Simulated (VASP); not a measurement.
# PbF2 (Fm-3m) in VASP: band structure with PBE

Aim: the band structure of PbF2 with PBE.

All numbers are computed with VASP 6.6.1; they aren't measurements. Logs are shortened: lines on timing, memory, paths and dates and some standing lists are left out, and cuts for length are marked.

## (1) The structure

The structure is cubic, space group Fm-3m (No. 225). Conventional cell: a = 5.995 Å, b = 5.995 Å, c = 5.995 Å, α = 90.00°, β = 90.00°, γ = 90.00°. Pb (site symmetry m-3m) is surrounded by 8 F at 2.60 Å. Around F (site symmetry -43m) lie 4 Pb at 2.60 Å.

## (2) Band structure, PBE

INCAR reads:

```
PREC     = Accurate       # precision mode
ENCUT    = 520            # plane-wave cutoff, eV
EDIFF    = 1E-7           # SCF threshold, eV
ISMEAR   = 0              # smearing method
SIGMA    = 1.0            # smearing width, eV
LREAL    = F              # projectors in reciprocal space
LASPH    = T              # aspherical terms in the spheres
NELM     = 100            # most SCF steps
ALGO     = Fast           # electronic algorithm
ISIF     = 2              # what is computed and relaxed
LWAVE    = F              # write WAVECAR
LCHARG   = F              # write CHGCAR
GGA      = PE             # functional
```

KPOINTS reads:

```
regular mesh
0
Gamma
  10 10 10
```

POSCAR reads:

```
PbF2                                    
1.0
   -0.0000000000      2.9974339364      2.9974339364
    2.9974339364     -0.0000000000      2.9974339364
    2.9974339364      2.9974339364      0.0000000000
  Pb              F             
     1     2
Direct
     0.0000000000000000    1.0000000000000000    1.0000000000000000
     0.2500000000000000    0.2500000000000000    0.2500000000000000
     0.7500000000000000    0.7500000000000000    0.7500000000000000
```

KPOINTS_OPT reads:

```
path GXWKGLUWLK,UX
10
line-mode
reciprocal
 0.0000000000  0.0000000000  0.0000000000  G
 0.5000000000  0.0000000000  0.5000000000  X

 0.5000000000  0.0000000000  0.5000000000  X
 0.5000000000  0.2500000000  0.7500000000  W

 0.5000000000  0.2500000000  0.7500000000  W
 0.3750000000  0.3750000000  0.7500000000  K

 0.3750000000  0.3750000000  0.7500000000  K
 0.0000000000  0.0000000000  0.0000000000  G

 0.0000000000  0.0000000000  0.0000000000  G
 0.5000000000  0.5000000000  0.5000000000  L

 0.5000000000  0.5000000000  0.5000000000  L
 0.6250000000  0.2500000000  0.6250000000  U

 0.6250000000  0.2500000000  0.6250000000  U
 0.5000000000  0.2500000000  0.7500000000  W

 0.5000000000  0.2500000000  0.7500000000  W
 0.5000000000  0.5000000000  0.5000000000  L

 0.5000000000  0.5000000000  0.5000000000  L
 0.3750000000  0.3750000000  0.7500000000  K

 0.6250000000  0.2500000000  0.6250000000  U
 0.5000000000  0.0000000000  0.5000000000  X
```

Potentials or basis: VASP PAW PBE potentials, release 64 (Pb_d, F).

Launch:

```console
$ cat potpaw_PBE.64/Pb_d/POTCAR potpaw_PBE.64/F/POTCAR > POTCAR
$ mpirun -np 1 vasp_std > vasp.out
```

OUTCAR:

```text
PREC = Accurate
   ENCUT = 520
   EDIFF = 1E-7
   ISMEAR = 0
   LREAL = F
   LASPH = T
   NELM = 100
   ISIF = 2
   GGA = PE

 ion  position               nearest neighbor table
   1  0.000  0.000  0.000-   3 2.60   3 2.60   3 2.60   2 2.60   3 2.60   2 2.60   2 2.60   2 2.60

   2  0.250  0.250  0.250-   1 2.60   1 2.60   1 2.60   1 2.60
   3  0.750  0.750  0.750-   1 2.60   1 2.60   1 2.60   1 2.60

  LATTYP: Found a face centered cubic cell.
 ALAT       =     5.9948678728

  Lattice vectors:

 A1 = (   0.0000000000,   2.9974339364,   2.9974339364)
 A2 = (   2.9974339364,   0.0000000000,   2.9974339364)
 A3 = (   2.9974339364,   2.9974339364,   0.0000000000)

Analysis of symmetry for initial positions (statically):
=====================================================================
 Subroutine PRICEL returns:
 Original cell was already a primitive cell.

 Routine SETGRP: Setting up the symmetry group for a
 face centered cubic supercell.

 Subroutine GETGRP returns: Found 48 space group operations
 (whereof 48 operations were pure point group operations)
 out of a pool of 48 trial point group operations.

The static configuration has the point symmetry O_h .

Analysis of symmetry for dynamics (positions and initial velocities):
=====================================================================
 Subroutine PRICEL returns:
 Original cell was already a primitive cell.

 Routine SETGRP: Setting up the symmetry group for a
 face centered cubic supercell.

 Subroutine GETGRP returns: Found 48 space group operations
 (whereof 48 operations were pure point group operations)
 out of a pool of 48 trial point group operations.

The dynamic configuration has the point symmetry O_h .

 Subroutine INISYM returns: Found 48 space group operations
 (whereof 48 operations are pure point group operations),
 and found     1 'primitive' translations

----------------------------------------------------------------------------------------

                                     Primitive cell

  volume of cell :      53.8616

  direct lattice vectors                    reciprocal lattice vectors
     0.000000000  2.997433936  2.997433936    -0.166809348  0.166809348  0.166809348
     2.997433936  0.000000000  2.997433936     0.166809348 -0.166809348  0.166809348
     2.997433936  2.997433936  0.000000000     0.166809348  0.166809348 -0.166809348

  length of vectors
     4.239011725  4.239011725  4.239011725     0.288922266  0.288922266  0.288922266

  position of ions in fractional coordinates (direct lattice)
     0.000000000  0.000000000  0.000000000
     0.250000000  0.250000000  0.250000000
     0.750000000  0.750000000  0.750000000

  ion indices of the primitive-cell ions
   primitive index   ion index
                 1           1
                 2           2
                 3           3

----------------------------------------------------------------------------------------

 KPOINTS: regular mesh

Automatic generation of k-mesh.
 Grid dimensions read from file:
 generate k-points for:   10   10   10

 Generating k-lattice:

  Cartesian coordinates                     Fractional coordinates (reciprocal lattice)
    -0.016680935  0.016680935  0.016680935     0.100000000  0.000000000  0.000000000
     0.016680935 -0.016680935  0.016680935     0.000000000  0.100000000  0.000000000
     0.016680935  0.016680935 -0.016680935     0.000000000  0.000000000  0.100000000

  Length of vectors
     0.028892227  0.028892227  0.028892227

  Shift w.r.t. Gamma in fractional coordinates (k-lattice)
     0.000000000  0.000000000  0.000000000

 Subroutine IBZKPT returns following result:
 ===========================================

 Found     47 irreducible k-points:

 Following reciprocal coordinates:
            Coordinates               Weight
  0.000000  0.000000  0.000000      1.000000
  0.100000  0.000000  0.000000      8.000000
  0.200000  0.000000  0.000000      8.000000
  0.300000  0.000000  0.000000      8.000000
  0.400000  0.000000  0.000000      8.000000
  0.500000  0.000000  0.000000      4.000000
[... 16 lines left out ...]
  0.300000  0.300000  0.000000      6.000000
  0.400000  0.300000  0.000000     24.000000
 [... further k-points ...]
   k-points           NKPTS =     47   k-points in BZ     NKDIM =     47   number of bands    NBANDS=     18
   number of dos      NEDOS =    301   number of ions     NIONS =      3
   total plane-waves  NPLWV =  32768
   dimension x,y,z NGX =    32 NGY =   32 NGZ =   32
   dimension x,y,z NGXF=    64 NGYF=   64 NGZF=   64
   ions per type =               1   2
   NGX,Y,Z   is equivalent  to a cutoff of  12.55, 12.55, 12.55 a.u.
   NGXF,Y,Z  is equivalent  to a cutoff of  25.10, 25.10, 25.10 a.u.
 SYSTEM =  unknown system
   PREC   = accura    normal or accurate (medium, high low for compatibility)
   ISTART =      0    job   : 0-new  1-cont  2-samecut
   ICHARG =      2    charge: 1-file 2-atom 10-const
   ISPIN  =      1    spin polarized calculation?
   LNONCOLLINEAR =      F non collinear calculations
   LSORBIT =      F    spin-orbit coupling
   LASPH  =      T    aspherical Exc in radial PAW
   ENCUT  =  520.0 eV  38.22 Ry    6.18 a.u.   7.88  7.88  7.88*2*pi/ulx,y,z
   NELM   =    100;   NELMIN=  2; NELMDL= -5     # of ELM steps
   EDIFF  = 0.1E-06   stopping-criterion for ELM
   LREAL  =      F    real-space projection
   EDIFFG = 0.1E-05   stopping-criterion for IOM
   NSW    =      0    number of steps for IOM
   IBRION =     -1    ionic relax: 0-MD 1-quasi-New 2-CG
   NFREE  =      0    steps in history (QN), initial steepest desc. (CG)
   ISIF   =      2    stress and relaxation
   ISYM   =      2    0-nonsym 1-usesym 2-fastsym
   POTIM  = 0.5000    time-step for ionic-motion
   TEBEG  =    0.0;   TEEND  =   0.0 temperature during run
   PSTRESS=    0.0 pullay stress
   NELECT =      28.0000    total number of electrons
   NUPDOWN=      -1.0000    fix difference up-down
   EMIN   =  10.00;   EMAX   =-10.00  energy-range for DOS
   EFERMI =   0.00;   METHOD = LEGACY
   ISMEAR =     0;   SIGMA  =   1.00  broadening in eV -4-tet -1-fermi 0-gaus
   EFERMI_NEDOS =   21; number of points for ismear=-14 and -15
   IALGO  =     68    algorithm
   IMIX   =      4    mixing-type and parameters
     AMIX     =   0.40;   BMIX     =  1.00
     AMIX_MAG =   1.60;   BMIX_MAG =  1.00
  volume/ion in A,a.u.               =      17.95       121.16
  Fermi-wavevector in a.u.,A,eV,Ry     =   1.316339  2.487521 23.575488  1.732749
  Thomas-Fermi vector in A             =   2.446458
   LORBIT       =      0    0 simple, 1 ext, 2 COOP (PROOUT), +10 PAW based schemes
   GGA     = PE    functional components
   LHFCALC =     F    Hartree Fock is set to
   AEXX    =    0.0000 exact exchange contribution
   IVDW    =     0    specifies the selected vdW correction
   LEPSILON=     F    determine dielectric tensor
   LRPA    =     F    only Hartree local field effects (RPA)
 non-spin polarized calculation
 RMM-DIIS sequential band-by-band and
 Gauss-broadening in eV      SIGMA  =   1.00
  energy-cutoff  :      520.00
  volume of cell :       53.86
 maximum number of plane-waves:      1467
   NGX = 15   NGY = 15   NGZ = 15

 number of electron      28.0000029 magnetization

 Free energy of the ion-electron system (eV)
  ---------------------------------------------------
  ext. energy  EPLUGINS =         0.00000000
  ---------------------------------------------------
  free energy    TOTEN  =       -14.35095604 eV

  energy without entropy =      -14.34968295  energy(sigma->0) =      -14.35031949

 E-fermi :   3.9267     XC(G=0):  -9.2380

 val. band max:        1.4716959696   @ k =  -0.3000   0.4000   0.2000
 cond. band min:       5.8978664511   @ k =   0.5000   0.5000   0.0000
 fundamental gap:      4.4261704815
 Fermi energy:         3.9267463899

 k-point     1 :       0.0000    0.0000    0.0000
  band No.  band energies     occupation
      1     -19.3474      2.00000
      2     -18.7851      2.00000
      3     -12.9242      2.00000
      4     -12.9242      2.00000
      5     -12.9242      2.00000
      6     -12.8812      2.00000
[... 10 lines left out ...]
     17       8.2160      0.00000
     18      12.0299      0.00000

 k-point     2 :       0.1000    0.0000    0.0000
  band No.  band energies     occupation
      1     -19.3298      2.00000
      2     -18.8005      2.00000
      3     -12.9207      2.00000
      4     -12.9207      2.00000
      5     -12.9061      2.00000
      6     -12.8811      2.00000
[... 10 lines left out ...]
     17       8.2929      0.00000
     18      12.6298      0.00000

 k-point     3 :       0.2000    0.0000    0.0000
  band No.  band energies     occupation
      1     -19.2810      2.00000
      2     -18.8439      2.00000
      3     -12.9138      2.00000
      4     -12.9138      2.00000
      5     -12.8787      2.00000
      6     -12.8787      2.00000
[... 10 lines left out ...]
     17       8.4961      0.00000
     18      13.7549      0.00000

 k-point     4 :       0.3000    0.0000    0.0000
  band No.  band energies     occupation
      1     -19.2123      2.00000
      2     -18.9053      2.00000
      3     -12.9110      2.00000
      4     -12.9110      2.00000
      5     -12.8698      2.00000
      6     -12.8698      2.00000
[... 10 lines left out ...]
     17       8.7506      0.00000
     18      14.4707      0.00000

 k-point     5 :       0.4000    0.0000    0.0000
  band No.  band energies     occupation
      1     -19.1378      2.00000
      2     -18.9725      2.00000
      3     -12.9121      2.00000
      4     -12.9121      2.00000
      5     -12.8592      2.00000
      6     -12.8592      2.00000
[... 10 lines left out ...]
     17       8.9591      0.00000
     18      14.7357      0.00000

 k-point     6 :       0.5000    0.0000    0.0000
  band No.  band energies     occupation
      1     -19.0862      2.00000
      2     -19.0216      2.00000
      3     -12.9130      2.00000
      4     -12.9130      2.00000
      5     -12.8547      2.00000
      6     -12.8547      2.00000
[... 307 lines left out ...]
 k-point    21 :      -0.3000    0.2000    0.0000
  band No.  band energies     occupation
      1     -19.1324      2.00000
      2     -18.9738      2.00000
      3     -12.8965      2.00000
      4     -12.8929      2.00000
      5     -12.8749      2.00000
      6     -12.8343      2.00000
[... 10 lines left out ...]
     17       9.0199      0.00000
     18      13.1329      0.00000

 k-point    22 :      -0.2000    0.2000    0.0000
  band No.  band energies     occupation
      1     -19.1938      2.00000
      2     -18.9199      2.00000
      3     -12.8975      2.00000
      4     -12.8962      2.00000
      5     -12.8853      2.00000
      6     -12.8517      2.00000
[... 10 lines left out ...]
     17       8.8219      0.00000
     18      13.7954      0.00000

 k-point    23 :       0.3000    0.3000    0.0000
  band No.  band energies     occupation
      1     -19.1845      2.00000
      2     -18.9249      2.00000
      3     -12.9001      2.00000
      4     -12.8756      2.00000
      5     -12.8756      2.00000
      6     -12.8673      2.00000
[... 10 lines left out ...]
     17       8.9372      0.00000
     18      12.0156      0.00000

 k-point    24 :       0.4000    0.3000    0.0000
  band No.  band energies     occupation
      1     -19.1423      2.00000
      2     -18.9599      2.00000
      3     -12.9036      2.00000
      4     -12.8732      2.00000
      5     -12.8597      2.00000
      6     -12.8585      2.00000
[... 10 lines left out ...]
     17       9.0794      0.00000
     18      11.5545      0.00000

 [... further k-points ...]

------------------------ aborting loop because EDIFF is reached ----------------------------------------

  FORCE on cell =-STRESS in cart. coord.  units (eV):
  Direction    XX          YY          ZZ          XY          YZ          ZX
  --------------------------------------------------------------------------------------
  -------------------------------------------------------------------------------------
  Total       -0.0023364     -0.0023364     -0.0023364      0.0000000      0.0000000     -0.0000000
  in kB       -0.0694995     -0.0694995     -0.0694995      0.0000000      0.0000000     -0.0000000
  external PRESSURE =      -0.0694995 kB  Pullay stress =       0.0000000 kB

 VOLUME and BASIS-vectors are now :
 -----------------------------------------------------------------------------
  energy-cutoff  :      520.00
  volume of cell :       53.86
      direct lattice vectors                 reciprocal lattice vectors
     0.000000000  2.997433936  2.997433936    -0.166809348  0.166809348  0.166809348
     2.997433936  0.000000000  2.997433936     0.166809348 -0.166809348  0.166809348
     2.997433936  2.997433936  0.000000000     0.166809348  0.166809348 -0.166809348

 POSITION                                       TOTAL-FORCE (eV/Angst)
 -----------------------------------------------------------------------------------
      0.00000      0.00000      0.00000        -0.000000     -0.000000     -0.000000
      1.49872      1.49872      1.49872        -0.000000     -0.000000     -0.000000
      4.49615      4.49615      4.49615         0.000000      0.000000      0.000000
 -----------------------------------------------------------------------------------
    total drift:                                0.000000     -0.000000      0.000000

  FREE ENERGIE OF THE ION-ELECTRON SYSTEM (eV)
  ---------------------------------------------------
  free  energy   TOTEN  =       -14.3509560410 eV

  energy  without entropy=      -14.3496829488  energy(sigma->0) =      -14.35031949
```

It took 38 s on 1 thread of Intel Xeon 6975P-C (Granite Rapids), shared host; peak memory 0.22 GiB.

What came out:

```
Free energy             : -14.3510 eV
Pressure                : 0.0 GPa
Band gap on the k mesh  : 4.43 eV, indirect (least direct gap 4.56 eV)
Band gap along the path : 4.42 eV, indirect (least direct gap 4.56 eV)
```

Levels at the corners of the path, in eV from the valence-band top:
```tsv
point	band 10	band 11	band 12	band 13	band 14	band 15	band 16	band 17	band 18
Γ	-2.26	-2.26	-1.77	-1.77	-1.77	6.74	6.74	6.74	10.55
X	-3.27	-1.37	-1.37	-1.36	-0.14	4.42	7.78	7.78	9.03
X	-3.27	-1.37	-1.37	-1.36	-0.14	4.42	7.78	7.78	9.03
W	-2.44	-2.44	-1.42	-1.31	0.00	6.00	6.00	7.43	10.16
W	-2.44	-2.44	-1.42	-1.31	0.00	6.00	6.00	7.43	10.16
K	-3.05	-1.86	-1.52	-1.38	-0.03	5.29	6.62	7.76	9.87
K	-3.05	-1.86	-1.52	-1.38	-0.03	5.29	6.62	7.76	9.87
Γ	-2.26	-2.26	-1.77	-1.77	-1.77	6.74	6.74	6.74	10.55
Γ	-2.26	-2.26	-1.77	-1.77	-1.77	6.74	6.74	6.74	10.55
L	-2.44	-2.44	-1.94	-1.94	-0.01	5.03	7.56	7.56	13.17
L	-2.44	-2.44	-1.94	-1.94	-0.01	5.03	7.56	7.56	13.16
U	-3.05	-1.86	-1.52	-1.38	-0.03	5.29	6.62	7.76	9.87
U	-3.05	-1.86	-1.52	-1.38	-0.03	5.29	6.62	7.76	9.87
W	-2.44	-2.44	-1.42	-1.31	0.00	6.00	6.00	7.43	10.16
W	-2.44	-2.44	-1.42	-1.31	0.00	6.00	6.00	7.43	10.16
L	-2.44	-2.44	-1.94	-1.94	-0.01	5.03	7.56	7.56	13.17
L	-2.44	-2.44	-1.94	-1.94	-0.01	5.03	7.56	7.56	13.17
K	-3.05	-1.86	-1.52	-1.38	-0.03	5.29	6.62	7.76	9.87
U	-3.05	-1.86	-1.52	-1.38	-0.03	5.29	6.62	7.76	9.87
X	-3.27	-1.37	-1.37	-1.36	-0.14	4.42	7.78	7.78	9.03
```

Caveat: spin-orbit coupling is left out, which as a rule narrows the gap of such compounds by several tenths of an eV.
